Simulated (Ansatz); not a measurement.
Hf:

```xyz
1
Lattice="0.0000 2.2200 2.2200 2.2200 0.0000 2.2200 2.2200 2.2200 0.0000" Properties=species:S:1:pos:R:3 pbc="T T T"
Hf    0.0000    0.0000    0.0000
```

This isn't the form of Hf at room conditions, which is hcp.

Program: Ansatz 0.2.0. Alike in all runs: task band structure; potentials or basis Ansatz PAW; cell as given; cutoff (eV) 420; smearing fermi-dirac 0.05 eV.

Question: Order these runs on this cell by their pressure, lowest first.
A. level LDA; spin SOC, no magnetisation; k mesh 7 × 7 × 7
B. level PBE; spin off; k mesh 10 × 10 × 10
C. level revPBE; spin off; k mesh 10 × 10 × 10
D. level PBEsol; spin SOC, no magnetisation; k mesh 7 × 7 × 7

Answer: A (-5.6 GPa), D (-1.6 GPa), B (3.1 GPa), C (5.2 GPa).

Caveats: the PAW data sets come from PBE, with cores solved anew for the run's functional, which leaves a small shift of forces and pressure (some runs).
